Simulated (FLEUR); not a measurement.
## ZrS2 under changes of volume

One of the cells (23.763 Å³/atom); the others are scaled copies at fixed shape and fractional positions:

```
Zr S
1.0
     3.69138    0.00000    0.00000
    -1.84569    3.19683    0.00000
     0.00000    0.00000    6.04108
Zr S
1 2
Cartesian
  0.0000 0.0000 0.0000
  0.0000 2.1312 1.4372
  1.8457 1.0656 4.6038
```

The cell is a database's computed one.

* Program: FLEUR MaX-R8.1 (later development tree)
* Functional: AM05
* Potentials or basis: all-electron
* Basis: FLAPW
* Kmax: 5.24 1/bohr
* k mesh: 8 × 8 × 5
* Occupations: fermi-dirac, width 0.05 eV
* Spin: no spin polarisation

```tsv
volume (Å³/atom)	energy over the lowest point (meV/atom)	gap on the mesh (eV)
22.337	7.01	0.95
22.813	0.00	0.96
23.763	?	?
24.714	25.46	1.00
25.189	43.53	1.01
```

**Question.** What does the run at 23.763 Å³/atom give?

**Answer.** Energy over the lowest point 2.72 meV/atom; gap on the mesh 0.98 eV.

Worked out: A Birch-Murnaghan fit of order 2 (a polynomial in V^(-2/3)) to the other rows has its minimum at 23.15 Å³/atom with B0 = V·E''(V) = 93 GPa at fixed shape and positions, which overstates the stiffness. It gives 2.81 meV/atom at 23.763 Å³/atom, against the run's 2.72. A straight line through the other rows of the gap, of slope 0.499 eV per unit of ln V, gives 0.98 eV, against the run's 0.98.

Energies are extrapolated to zero smearing.

Caveats: an odd mesh through Γ misses points on the zone boundary, where band edges often lie; this functional lacks dispersion, which binds the layers, so the pressure and a relaxed spacing across them are unreliable. Spin-orbit coupling on Zr is left out.
